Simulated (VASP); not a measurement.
# Sb (I4/mmm) in VASP: further runs, part 2 of 2

VASP 6.6.1. The steps go on from the part before.

### 4 Single point, PBEsol (strain -0.030 along x and y, +0.015 along z, atoms carried along)

The input, INCAR:

```
SYSTEM = Sb
PREC = Accurate
ENCUT = 520
EDIFF = 1E-6
ISMEAR = 0
SIGMA = 0.15
LREAL = .False.
LASPH = .True.
NELM = 80
ALGO = Fast
ISIF = 2
LWAVE = .False.
LCHARG = .False.
GGA = PS
NBANDS = 8
```

The input, KPOINTS:

```
regular mesh
0
Gamma
  22 22 22
  0 0 0
```

The input, POSCAR:

```
Sb
1.0
   -1.5292439776      1.5292439776      2.7526175078
    1.5292439776     -1.5292439776      2.7526175078
    1.5292439776      1.5292439776     -2.7526175078
Sb
1
Direct
    0.0000000000      0.0000000000      0.0000000000
```

Potentials or basis: VASP PAW PBE potentials, release 64 (Sb).

Command:

```sh
> cat potpaw_PBE.64/Sb/POTCAR > POTCAR
> mpirun -np 1 vasp_std > vasp.out
```

OUTCAR:

```text
SYSTEM = Sb
   PREC = Accurate
   ENCUT = 520
   EDIFF = 1E-6
   ISMEAR = 0
   LREAL = .False.
   LASPH = .True.
   NELM = 80
   ISIF = 2
   GGA = PS

 ion  position               nearest neighbor table
   1  0.000  0.000  0.000-

  LATTYP: Found a body centered tetragonal cell.
 ALAT       =     3.0584879552
 C/A-ratio  =     1.7999858414

  Lattice vectors:

 A1 = (  -1.5292439776,   1.5292439776,   2.7526175078)
 A2 = (   1.5292439776,  -1.5292439776,   2.7526175078)
 A3 = (   1.5292439776,   1.5292439776,  -2.7526175078)

Analysis of symmetry for initial positions (statically):
=====================================================================
 Subroutine PRICEL returns:
 Original cell was already a primitive cell.

 Routine SETGRP: Setting up the symmetry group for a
 body centered tetragonal supercell.

 Subroutine GETGRP returns: Found 16 space group operations
 (whereof 16 operations were pure point group operations)
 out of a pool of 16 trial point group operations.

The static configuration has the point symmetry D_4h.

Analysis of symmetry for dynamics (positions and initial velocities):
=====================================================================
 Subroutine PRICEL returns:
 Original cell was already a primitive cell.

 Routine SETGRP: Setting up the symmetry group for a
 body centered tetragonal supercell.

 Subroutine GETGRP returns: Found 16 space group operations
 (whereof 16 operations were pure point group operations)
 out of a pool of 16 trial point group operations.

The dynamic configuration has the point symmetry D_4h.

 Subroutine INISYM returns: Found 16 space group operations
 (whereof 16 operations are pure point group operations),
 and found     1 'primitive' translations

----------------------------------------------------------------------------------------

                                     Primitive cell

  volume of cell :      25.7489

  direct lattice vectors                    reciprocal lattice vectors
    -1.529243978  1.529243978  2.752617508     0.000000000  0.326958947  0.181645288
     1.529243978 -1.529243978  2.752617508     0.326958947  0.000000000  0.181645288
     1.529243978  1.529243978 -2.752617508     0.326958947  0.326958947  0.000000000

  length of vectors
     3.500582442  3.500582442  3.500582442     0.374028292  0.374028292  0.462389777

  position of ions in fractional coordinates (direct lattice)
     0.000000000  0.000000000  0.000000000

  ion indices of the primitive-cell ions
   primitive index   ion index
                 1           1

----------------------------------------------------------------------------------------

 KPOINTS: regular mesh

Automatic generation of k-mesh.
 Grid dimensions read from file:
 generate k-points for:   22   22   22

 Generating k-lattice:

  Cartesian coordinates                     Fractional coordinates (reciprocal lattice)
     0.000000000  0.014861770  0.008256604     0.045454545  0.000000000  0.000000000
     0.014861770  0.000000000  0.008256604     0.000000000  0.045454545  0.000000000
     0.014861770  0.014861770  0.000000000     0.000000000  0.000000000  0.045454545

  Length of vectors
     0.017001286  0.017001286  0.021017717

  Shift w.r.t. Gamma in fractional coordinates (k-lattice)
     0.000000000  0.000000000  0.000000000

 Subroutine IBZKPT returns following result:
 ===========================================

 Found    834 irreducible k-points:

 Following reciprocal coordinates:
            Coordinates               Weight
  0.000000  0.000000  0.000000      1.000000
  0.045455  0.000000 -0.000000      8.000000
  0.090909  0.000000 -0.000000      8.000000
  0.136364  0.000000 -0.000000      8.000000
  0.181818  0.000000 -0.000000      8.000000
  0.227273  0.000000 -0.000000      8.000000
[... 16 lines left out ...]
  0.500000  0.045455  0.000000     16.000000
 -0.454545  0.045455  0.000000     16.000000
 [... further k-points ...]
   k-points           NKPTS =    834   k-points in BZ     NKDIM =    834   number of bands    NBANDS=      8
   number of dos      NEDOS =    301   number of ions     NIONS =      1
   total plane-waves  NPLWV =  21952
   dimension x,y,z NGX =    28 NGY =   28 NGZ =   28
   dimension x,y,z NGXF=    56 NGYF=   56 NGZF=   56
   ions per type =               1
   NGX,Y,Z   is equivalent  to a cutoff of  13.30, 13.30, 13.30 a.u.
   NGXF,Y,Z  is equivalent  to a cutoff of  26.59, 26.59, 26.59 a.u.
 SYSTEM =  Sb
   PREC   = accura    normal or accurate (medium, high low for compatibility)
   ISTART =      0    job   : 0-new  1-cont  2-samecut
   ICHARG =      2    charge: 1-file 2-atom 10-const
   ISPIN  =      1    spin polarized calculation?
   LNONCOLLINEAR =      F non collinear calculations
   LSORBIT =      F    spin-orbit coupling
   LASPH  =      T    aspherical Exc in radial PAW
   ENCUT  =  520.0 eV  38.22 Ry    6.18 a.u.   6.51  6.51  6.51*2*pi/ulx,y,z
   NELM   =     80;   NELMIN=  2; NELMDL= -5     # of ELM steps
   EDIFF  = 0.1E-05   stopping-criterion for ELM
   LREAL  =      F    real-space projection
   EDIFFG = 0.1E-04   stopping-criterion for IOM
   NSW    =      0    number of steps for IOM
   IBRION =     -1    ionic relax: 0-MD 1-quasi-New 2-CG
   NFREE  =      0    steps in history (QN), initial steepest desc. (CG)
   ISIF   =      2    stress and relaxation
   ISYM   =      2    0-nonsym 1-usesym 2-fastsym
   POTIM  = 0.5000    time-step for ionic-motion
   TEBEG  =    0.0;   TEEND  =   0.0 temperature during run
   PSTRESS=    0.0 pullay stress
   NELECT =       5.0000    total number of electrons
   NUPDOWN=      -1.0000    fix difference up-down
   EMIN   =  10.00;   EMAX   =-10.00  energy-range for DOS
   EFERMI =   0.00;   METHOD = LEGACY
   ISMEAR =     0;   SIGMA  =   0.15  broadening in eV -4-tet -1-fermi 0-gaus
   EFERMI_NEDOS =   21; number of points for ismear=-14 and -15
   IALGO  =     68    algorithm
   IMIX   =      4    mixing-type and parameters
     AMIX     =   0.40;   BMIX     =  1.00
     AMIX_MAG =   1.60;   BMIX_MAG =  1.00
  volume/ion in A,a.u.               =      25.75       173.76
  Fermi-wavevector in a.u.,A,eV,Ry     =   0.948007  1.791474 12.227799  0.898718
  Thomas-Fermi vector in A             =   2.076155
   LORBIT       =      0    0 simple, 1 ext, 2 COOP (PROOUT), +10 PAW based schemes
   GGA     = PS    functional components
   LHFCALC =     F    Hartree Fock is set to
   AEXX    =    0.0000 exact exchange contribution
   IVDW    =     0    specifies the selected vdW correction
   LEPSILON=     F    determine dielectric tensor
   LRPA    =     F    only Hartree local field effects (RPA)
 non-spin polarized calculation
 RMM-DIIS sequential band-by-band and
 Gauss-broadening in eV      SIGMA  =   0.15
  energy-cutoff  :      520.00
  volume of cell :       25.75
 maximum number of plane-waves:       715
 NGX is ok and might be reduce to    28
   NGX = 13   NGY = 13   NGZ = 13

 number of electron       5.0000000 magnetization

 Free energy of the ion-electron system (eV)
  ---------------------------------------------------
  ext. energy  EPLUGINS =         0.00000000
  ---------------------------------------------------
  free energy    TOTEN  =        -4.30136284 eV

  energy without entropy =       -4.29413247  energy(sigma->0) =       -4.29774766

 E-fermi :   8.9864     XC(G=0): -10.5097

 val. band max:        8.9825552806   @ k =  -0.3636   0.3182  -0.0000
 cond. band min:       8.9877316427   @ k =   0.3636   0.1818   0.0909
 fundamental gap:      0.0051763621
 Fermi energy:         8.9863615751

 k-point     1 :       0.0000    0.0000    0.0000
  band No.  band energies     occupation
      1      -4.3749      2.00000
      2      13.4544      0.00000
      3      14.8170      0.00000
      4      14.8170      0.00000
      5      18.4928      0.00000
      6      18.8872      0.00000
      7      19.8488      0.00000
      8      20.1899      0.00000
[... 243 lines left out ...]
 k-point    24 :      -0.4545    0.0455    0.0000
  band No.  band energies     occupation
      1      -0.5630      2.00000
      2       3.3923      2.00000
      3      10.4383      0.00000
      4      14.7952      0.00000
      5      14.8853      0.00000
      6      18.9350      0.00000
      7      20.3072      0.00000
      8      21.4219      0.00000

 [... further k-points ...]
[... 5 lines left out ...]
  --------------------------------------------------------------------------------------
  -------------------------------------------------------------------------------------
  Total        0.5479247      0.5479247      0.2086355      0.0000000     -0.0000000      0.0000000
  in kB       34.0935360     34.0935360     12.9819354      0.0000000     -0.0000000      0.0000000
  external PRESSURE =      27.0563358 kB  Pullay stress =       0.0000000 kB

 VOLUME and BASIS-vectors are now :
 -----------------------------------------------------------------------------
  energy-cutoff  :      520.00
  volume of cell :       25.75
      direct lattice vectors                 reciprocal lattice vectors
    -1.529243978  1.529243978  2.752617508     0.000000000  0.326958947  0.181645288
     1.529243978 -1.529243978  2.752617508     0.326958947  0.000000000  0.181645288
     1.529243978  1.529243978 -2.752617508     0.326958947  0.326958947  0.000000000

 POSITION                                       TOTAL-FORCE (eV/Angst)
 -----------------------------------------------------------------------------------
      0.00000      0.00000      0.00000         0.000000      0.000000      0.000000
 -----------------------------------------------------------------------------------
    total drift:                                0.000000      0.000000     -0.000000

  FREE ENERGIE OF THE ION-ELECTRON SYSTEM (eV)
  ---------------------------------------------------
  free  energy   TOTEN  =        -4.3013628429 eV

  energy  without entropy=       -4.2941324722  energy(sigma->0) =       -4.29774766
```

stdout:

```text
POSCAR found type information on POSCAR Sb
 POSCAR found :  1 types and       1 ions
 scaLAPACK will be used
 -----------------------------------------------------------------------------
|                                                                             |
|                                                                             |
|     You enforced a specific xc type in the INCAR file but a different       |
|     I HOPE YOU KNOW WHAT YOU ARE DOING!                                     |
|                                                                             |
 -----------------------------------------------------------------------------

 LDA part: xc-table for (Slater+PW92), standard interpolation
 POSCAR, INCAR and KPOINTS ok, starting setup
 FFT: planning ... GRIDC
 FFT: planning ... GRID_SOFT
 FFT: planning ... GRID
 WAVECAR not read
 entering main loop
```

It took 95 s on 1 thread of AMD EPYC 9R45 (Zen 5), shared host; peak memory 0.26 GiB.

What came out:

```
Free energy            : -4.3014 eV
Pressure               : 2.7 GPa
Band gap on the k mesh : none (metal or under the smearing width)
```

Caveat: the PAW data sets were made with another functional, which shifts forces and pressure a little. Spin-orbit coupling is left out, which matters for the levels of Sb.

### 5 Single point, PBEsol (strain +0.030 along x and y, +0.000 along z, atoms carried along)

The input, INCAR:

```
SYSTEM = Sb
PREC     = Accurate       ! precision mode
ENCUT    = 520            ! plane-wave cutoff, eV
EDIFF    = 1E-6           ! SCF threshold, eV
ISMEAR   = 0              ! smearing method
SIGMA    = 0.15           ! smearing width, eV
LREAL    = .FALSE.        ! projectors in reciprocal space
LASPH    = .TRUE.         ! aspherical terms in the spheres
NELM     = 80             ! most SCF steps
ALGO     = Fast           ! electronic algorithm
ISIF     = 2              ! what is computed and relaxed
LWAVE    = .FALSE.        ! write WAVECAR
LCHARG   = .TRUE.         ! write CHGCAR
GGA      = PS             ! functional
LELF     = .TRUE.         ! ELF
LVHAR    = .TRUE.       
NBANDS   = 8              ! bands
```

The input, KPOINTS:

```
Automatic mesh
0
G
  22 22 22
  0 0 0
```

The input, POSCAR:

```
Sb
1.0
   -1.6238363886      1.6238363886      2.7119384313
    1.6238363886     -1.6238363886      2.7119384313
    1.6238363886      1.6238363886     -2.7119384313
Sb
1
Direct
    0.0000000000      0.0000000000      0.0000000000
```

Potentials or basis: VASP PAW PBE potentials, release 64 (Sb).

Command:

```sh
> cat potpaw_PBE.64/Sb/POTCAR > POTCAR
> mpirun -np 1 vasp_std > vasp.out
```

OUTCAR:

```text
SYSTEM = Sb
   PREC = Accurate
   ENCUT = 520
   EDIFF = 1E-6
   ISMEAR = 0
   LREAL = .FALSE.
   LASPH = .TRUE.
   NELM = 80
   ISIF = 2
   GGA = PS

 ion  position               nearest neighbor table
   1  0.000  0.000  0.000-

  LATTYP: Found a body centered tetragonal cell.
 ALAT       =     3.2476727772
 C/A-ratio  =     1.6700810810

  Lattice vectors:

 A1 = (  -1.6238363886,   1.6238363886,   2.7119384313)
 A2 = (   1.6238363886,  -1.6238363886,   2.7119384313)
 A3 = (   1.6238363886,   1.6238363886,  -2.7119384313)

Analysis of symmetry for initial positions (statically):
=====================================================================
 Subroutine PRICEL returns:
 Original cell was already a primitive cell.

 Routine SETGRP: Setting up the symmetry group for a
 body centered tetragonal supercell.

 Subroutine GETGRP returns: Found 16 space group operations
 (whereof 16 operations were pure point group operations)
 out of a pool of 16 trial point group operations.

The static configuration has the point symmetry D_4h.

[... 156 lines left out ...]
  free energy    TOTEN  =        -4.28093964 eV

  energy without entropy =       -4.27275000  energy(sigma->0) =       -4.27684482

 E-fermi :   7.6027     XC(G=0): -10.0668

 val. band max:        7.5966692344   @ k =  -0.3636  -0.4545   0.1818
 cond. band min:       7.6068454489   @ k =  -0.3182   0.1818   0.0455
 fundamental gap:      0.0101762145
 Fermi energy:         7.6027196133

 k-point     1 :       0.0000    0.0000    0.0000
  band No.  band energies     occupation
      1      -4.8855      2.00000
      2      12.0739      0.00000
      3      12.5968      0.00000
      4      12.5968      0.00000
      5      16.8818      0.00000
      6      18.0142      0.00000
      7      18.0142      0.00000
      8      18.1396      0.00000
[... 243 lines left out ...]
 k-point    24 :      -0.4545    0.0455   -0.0000
  band No.  band energies     occupation
      1      -1.6512      2.00000
      2       2.6074      2.00000
      3       9.4884      0.00000
      4      12.0533      0.00000
      5      14.0910      0.00000
      6      16.9213      0.00000
      7      17.6092      0.00000
      8      19.0506      0.00000

 [... further k-points ...]
[... 5 lines left out ...]
  --------------------------------------------------------------------------------------
  -------------------------------------------------------------------------------------
  Total       -0.8720883     -0.8720883     -0.6930346      0.0000000     -0.0000000      0.0000000
  in kB      -48.8479903    -48.8479903    -38.8187120      0.0000000     -0.0000000      0.0000000
  external PRESSURE =     -45.5048976 kB  Pullay stress =       0.0000000 kB

 VOLUME and BASIS-vectors are now :
 -----------------------------------------------------------------------------
  energy-cutoff  :      520.00
  volume of cell :       28.60
      direct lattice vectors                 reciprocal lattice vectors
    -1.623836389  1.623836389  2.711938431     0.000000000  0.307912794  0.184369967
     1.623836389 -1.623836389  2.711938431     0.307912794  0.000000000  0.184369967
     1.623836389  1.623836389 -2.711938431     0.307912794  0.307912794  0.000000000

 POSITION                                       TOTAL-FORCE (eV/Angst)
 -----------------------------------------------------------------------------------
      0.00000      0.00000      0.00000         0.000000      0.000000     -0.000000
 -----------------------------------------------------------------------------------
    total drift:                                0.000000      0.000000     -0.000000

  FREE ENERGIE OF THE ION-ELECTRON SYSTEM (eV)
  ---------------------------------------------------
  free  energy   TOTEN  =        -4.2809396376 eV

  energy  without entropy=       -4.2727499980  energy(sigma->0) =       -4.27684482
```

Run time: 1.7 min. Hardware: 1 thread of AMD EPYC 9R45 (Zen 5), shared host; peak memory 0.28 GiB.

What came out:

* Free energy: -4.2809 eV
* Pressure: -4.6 GPa
* Band gap on the k mesh: none (metal or under the smearing width)

Levels at points of the mesh, in eV from the Fermi level:
```tsv
k point	band 1	band 2	band 3	band 4	band 5	band 6	band 7
(0.00, 0.00, 0.00)	-12.49	4.47	4.99	4.99	9.28	10.41	10.41
(0.50, 0.00, 0.00)	-9.01	-5.43	1.92	4.71	6.31	9.64	10.22
(0.50, 0.50, 0.00)	-6.90	-4.19	-0.78	0.52	3.55	4.42	15.85
(0.50, 0.50, 0.50)	-8.91	-5.22	1.75	1.75	5.62	5.68	17.79
```

Caveat: the PAW data sets were made with another functional, which shifts forces and pressure a little.

### 6 Summary

```csv
cell,further INCAR settings,gap on the mesh (eV),pressure (GPa)
"strain -0.030 along x and y, -0.030 along z, atoms carried along",ALGO = Fast; EDIFF = 1e-07; NBANDS = 8,none,5.8
"strain +0.030 along x and y, -0.030 along z, atoms carried along",ALGO = Fast; EDIFF = 1e-06; NBANDS = 8,none,-3.3
"strain -0.030 along x and y, +0.015 along z, atoms carried along",ALGO = Fast; EDIFF = 1e-06; NBANDS = 8,none,2.7
"strain +0.030 along x and y, +0.000 along z, atoms carried along",ALGO = Fast; EDIFF = 1e-06; NBANDS = 8,none,-4.6
```

Alike in all rows: task single point; level PBEsol; potentials or basis VASP PAW PBE potentials, release 64 (Sb); no spin polarisation; k mesh 22 × 22 × 22; cutoff (eV) 520; smearing gaussian 0.15 eV.

Caveats: the PAW data sets were made with another functional, which shifts forces and pressure a little.

Total energies depend on the potentials used, so only differences within one code and one set of settings carry meaning.
